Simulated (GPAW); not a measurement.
# Core-hole calculation of the O K edge in wurtzite (ZnO)₁₋ₓ(CdO)ₓ at x = 0, part 3 of 3

What does the O K edge look like in wurtzite (ZnO)₁₋ₓ(CdO)ₓ at x = 0?

GPAW 26.7.0; X-ray absorption from dipole matrix elements to empty bands, plane-wave PAW LDA.

So far. Step 5 (Spectrum with XCH, O atom 2): Main maxima below 24 eV (height): 6.9 eV (3.10) and 12.3 eV (1.02). A K edge sees empty p states on the absorber. Step 5 (Spectrum with XCH, O atom 2): The total-energy difference is 534.89 eV. One term is added: -8.83 eV, since the hole is spin-paired here and a spin-polarised one costs that much less in the free atom (computed apart). The photon energy is then 526.06 eV.

### 7. Spectrum with XCH, Zn atom 1

The holes are 5.2 Å apart. The excited electron is kept in the cell, where it fills the lowest empty states and screens the hole. After the field has converged, empty bands are computed with the density fixed and the dipole matrix elements are summed.

The absorber has 4 O at 1.98 Å (tetrahedral).

The input, xas.py:

```python
import numpy as np
from ase import Atoms
from ase.parallel import parprint, paropen
from gpaw import GPAW, PW, FermiDirac, Mixer, MixerDif, setup_paths
from gpaw.test import gen
setup_paths.insert(0, '.')
gen('Zn', name='fch1s', xcname='LDA', corehole=(1, 0, 1), write_xml=True)
from gpaw.mpi import world
world.barrier()

atoms = Atoms('ZnOZnOZnOZnOZnOZnOZnOZnO',
    cell=[[6.5, 0, 0],
     [0, 5.629165, 0],
     [0, 0, 5.207]],
    scaled_positions=[[0, 0, 0],
     [0, 0.333333, 0.120142],
     [0, 0.333333, 0.5],
     [0, 0, 0.620142],
     [0.25, 0.5, 0],
     [0.25, 0.833333, 0.120142],
     [0.25, 0.833333, 0.5],
     [0.25, 0.5, 0.620142],
     [0.5, 0, 0],
     [0.5, 0.333333, 0.120142],
     [0.5, 0.333333, 0.5],
     [0.5, 0, 0.620142],
     [0.75, 0.5, 0],
     [0.75, 0.833333, 0.120142],
     [0.75, 0.833333, 0.5],
     [0.75, 0.5, 0.620142]],
    pbc=True)
atoms.calc = calc = GPAW(legacy_gpaw=True, mode=PW(500, force_complex_dtype=True), xc='LDA', setups={0: 'fch1s'},
    kpts={'size': (3, 3, 3), 'gamma': True}, occupations=FermiDirac(0.04),
    charge=-1, mixer=Mixer(0.1, 5, 50), maxiter=150,
    convergence={'density': 0.0001, 'eigenstates': 1e-6}, txt='scf.txt')
energy = atoms.get_potential_energy() + calc.get_reference_energy()
ef = calc.get_fermi_level()
out = dict(energy=energy, fermi=ef, forces=atoms.get_forces().tolist())
parprint(f'all-electron energy {energy:.4f} eV, Fermi level {ef:.4f} eV')
ev = np.array([[calc.get_eigenvalues(k, s) for k in range(len(calc.get_ibz_k_points()))] for s in range(calc.get_number_of_spins())])
out['homo'], out['lumo'], out['counts'] = ev[ev < ef].max(), ev[ev > ef].min(), sorted(set((ev < ef).sum((0, 2)).tolist()))
out['filled'] = (ev[:, 0] < ef).sum(1).tolist()

from ase.units import Ha
from gpaw.xas import dipole_matrix_elements
nb = int(calc.get_number_of_electrons() / 2) + 99
top, nb = nb, nb + 8 + nb // 12
nscf = calc.fixed_density(kpts={'size': (4, 4, 4), 'gamma': True}, nbands=nb,
    convergence={'bands': top, 'eigenstates': 5e-3}, maxiter=60, txt='nscf.txt')
cell = atoms.cell.array
ops = [cell.T @ U.T @ np.linalg.inv(cell.T) for U in nscf.wfs.kd.symmetry.op_scc]
filled = [72]  # bands filled in the ground state, by spin
E = np.arange(-6, 30, 0.1)
fwhm = np.interp(E, [4, 25], [1.67, 3.5])
Y, X, zero, highest = 0, 0, 1e9, 1e9
for spin in range(nscf.get_number_of_spins()):
    wfs = nscf.wfs
    mine = wfs.bd.get_slice()  # this rank's bands
    A = dipole_matrix_elements(wfs.setups[0])
    eps = np.zeros((wfs.kd.nibzkpts, nb))
    d = np.zeros((3, A.shape[1], wfs.kd.nibzkpts, nb), complex)
    for kpt in wfs.kpt_u:
        if kpt.s == spin and 0 in kpt.P_ani:
            eps[kpt.k, mine] = kpt.eps_n * Ha
            d[:, :, kpt.k, mine] = (kpt.weight * wfs.nspins / 2) ** 0.5 * np.inner(A, kpt.P_ani[0])
    world.sum(eps)
    world.sum(d)
    T = np.einsum('amkn,bmkn->abkn', d, d.conj()).real
    T = sum(np.einsum('ai,ijkn,bj->abkn', R, T, R) for R in ops) / len(ops)
    empty = np.ones_like(eps, bool) & (np.arange(nb) >= filled[spin])
    zero, highest = min(zero, eps[empty].min()), min(highest, eps[:, top - 1].min())
    lines = [(eps, T, empty)] if spin == 0 else lines + [(eps, T, empty)]
for eps, T, empty in lines:
    f = np.einsum('aakn->akn', T).reshape(3, -1)
    x = eps.ravel() - zero
    w = np.interp(x, E, fwhm) / 2.35482
    g = np.exp(-0.5 * ((E[:, None] - x) / w) ** 2) / (w * (2 * np.pi) ** 0.5)
    Y = Y + (f * empty.ravel()) @ g.T
    X = X + (f * ~empty.ravel()) @ g.T
out.update(E=E.round(2).tolist(), xas=Y.tolist(), xes=X.tolist(), zero=zero, valid=highest - zero, nk=len(eps), nb=nb)
for i in range(0, len(E), 10):
    parprint(f'{E[i]:7.2f}', *(f'{v:10.3e}' for v in Y[:, i]))
import json
with paropen('out.json', 'w') as f:
    json.dump(out, f)
```

Launch:

```bash
$ OMP_NUM_THREADS=1 mpirun -n 4 gpaw python xas.py
```

Numbers of over 12 decimals in the logs are rounded to 6 here.

Log:

```text
Input parameters:
  charge: -1
  convergence: {density: 0.0001,
                eigenstates: 1e-06}
  kpts: {gamma: True,
         size: (3, 3, 3)}
  maxiter: 150
  mixer: {backend: pulay,
          beta: 0.1,
          method: separate,
          nmaxold: 5,
          weight: 50}
  mode: {ecut: 500.0,
         force_complex_dtype: True,
         name: pw}
  occupations: {fixmagmom: False,
[...]
*d    :    -0.035193
--------------------------------

Diagonalizing with gridspacing h=0.050

state   all-electron     PAW
-------------------------------
4s:      -0.603317    -0.603615
4p:      -0.343743    -0.343956
3d:      -1.035193    -1.035651
*f:                   -0.018332
-------------------------------
all-electron energy -396938.3295 eV, Fermi level 6.3155 eV
[...]
28.00  1.229e-07  1.260e-07  1.463e-07
  29.00  1.237e-07  1.298e-07  1.473e-07
[key lines of the parts left out:]
Converged after 13 iterations.
Dipole moment: (-0.000000, 3.925929, -5.789391) |e|*Ang
Free energy:    -91.530754
Fermi level: 6.31550
```

Run time: 2.5 min. Hardware: 4 MPI ranks of Arm Neoverse V2, shared host; peak memory 0.49 GiB; 9.8 min of CPU time.

The Zn K spectrum, Zn atom 1, excited-electron core hole (neutral cell) (energy from the bottom of the conduction band, which holds the excited electron; intensity scaled to a mean of 1 over the first 20 eV; polarised curves are means over the symmetry-equivalent atoms):

```
E (eV)  isotropic  ε ⊥ c  ε ∥ c
 -2.00       0.00   0.00   0.00
 -1.25       0.00   0.00   0.00
 -0.50       0.00   0.00   0.00
  0.25       0.00   0.00   0.00
  1.00       0.01   0.01   0.01
  1.75       0.03   0.03   0.04
  2.50       0.08   0.08   0.09
  3.25       0.21   0.21   0.21
  4.00       0.48   0.49   0.47
  4.75       0.78   0.79   0.77
  5.50       0.98   0.99   0.94
  6.25       1.14   1.12   1.19
  7.00       1.27   1.12   1.55
  7.75       1.30   1.07   1.75
  8.50       1.37   1.12   1.86
  9.25       1.64   1.49   1.94
 10.00       2.01   2.16   1.71
 10.75       2.26   2.72   1.34
 11.50       2.20   2.73   1.14
 12.25       1.84   2.18   1.17
 13.00       1.44   1.48   1.38
 13.75       1.19   1.00   1.57
 14.50       1.01   0.76   1.51
 15.25       0.83   0.64   1.22
 16.00       0.69   0.57   0.92
 16.75       0.63   0.56   0.77
 17.50       0.65   0.60   0.75
 18.25       0.74   0.70   0.84
 19.00       0.89   0.83   1.01
 19.75       1.06   0.98   1.21
 20.50       1.18   1.11   1.33
 21.25       1.23   1.20   1.30
 22.00       1.20   1.22   1.15
 22.75       1.12   1.20   0.96
 23.50       1.04   1.15   0.81
 24.25       0.97   1.10   0.72
 25.00       0.92   1.03   0.69
 25.75       0.86   0.94   0.71
 26.50       0.82   0.85   0.76
 27.25       0.79   0.78   0.82
 28.00       0.79   0.74   0.87
 28.75       0.80   0.75   0.89
 29.50       0.80   0.78   0.85
```

Main maxima below 29 eV (height): 11.0 eV (2.28) and 21.2 eV (1.23). 

The total-energy difference is 9672.04 eV. One term is added: -30.82 eV, since the hole is spin-paired here and a spin-polarised one costs that much less in the free atom (computed apart). The photon energy is then 9641.22 eV. The tabulated edge of the element is 9659 eV. The functional leaves an error in such absolute values: in the free atom LDA prices this hole 19.1 eV below PBE (computed apart), and PBE is itself good to a few eV.

### 8. What came out

| Property | Result |
| --- | --- |
| absorber and edge | O K, atom 2 of the ground-state input (counted from 1) |
| surroundings | 4 Zn at 1.98 Å (tetrahedral) |
| highest intensity below 16 eV | 6.9 eV above the zero, height 3.10 |
| photon energy of the zero, with the added terms | 526.1 eV (raw 534.9 eV; LDA puts this hole about 4 eV below PBE, itself good to a few eV) |

What this shows: The O K edge of atom 2, with 4 Zn at 1.98 Å (tetrahedral), has its highest intensity of the first 16 eV at 6.9 eV above the zero, near 533 eV in photon energy (LDA puts this hole about 4 eV below PBE, itself good to a few eV), 3.1 times the mean level of the first 20 eV (Gaussian full width 0.9 eV up to 4 eV, rising linearly to 3.5 eV at 25 eV). At the O K edge of atom 2 polarisation matters most near 7.1 eV, where the curves differ by 1.3 on this scale. The holes are only 5.2 Å apart, so the shape is probably not converged with cell size; no larger cell was run here. The mesh is coarse (0.30 Å⁻¹ between points), so small maxima may be mesh ripples.

[Banner, clock and machine lines of the logs are left out without a mark of their own.]

[Logs are printed without paths, hosts, clocks, repeated set-up lines and the standing remarks that a program may print on its own settings, such as how far it seeks lower states.]

[Hosts, paths, dates, database ids (printed as entryN), source tags and the programs' standing remarks are cut or masked in the printed files.]

[Lists of maxima count a maximum above −3 eV only where it reaches 4 % of the highest in the window and stands out from its surroundings by 2 % of it (1.5 % where it reaches 55 %); shoulders and weaker maxima are passed over, and of the rest the first, up to two pre-edge ones and the few strongest are named.]
